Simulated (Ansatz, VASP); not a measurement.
# Two plane-wave programs on Ti

```xyz
1
Lattice="-1.6049 1.6049 1.6049 1.6049 -1.6049 1.6049 1.6049 1.6049 -1.6049" Properties=species:S:1:pos:R:3 pbc="T T T"
Ti    0.0000    0.0000    0.0000
```

Alike in both runs: functional PBEsol; k mesh 18 × 18 × 18; occupations gaussian, width 0.1 eV; no spin polarisation.

Ansatz relaxed the structure, and its values are those at the end. VASP's run is a single point on that final structure, the one shown.

```csv
,VASP,Ansatz
version,VASP 6.6.1,Ansatz 0.2.0
potentials or method,"VASP PAW PBE potentials, release 64 (Ti_sv)","scalar-relativistic, plane waves, PAW"
plane-wave cutoff (eV),520,420
valence electrons in the cell,12,12
```

```csv
,VASP,Ansatz,Ansatz less VASP
gap on the k mesh at the Fermi level (eV),none,none,-
pressure (GPa),-0.2,0.0,+0.24
```

A gap of «none» marks a metal or a gap that the smearing closes. Ansatz warned: «pseudo_functional_mismatch».

Caveats: the PAW data sets were made with another functional, which shifts forces and pressure a little (VASP).
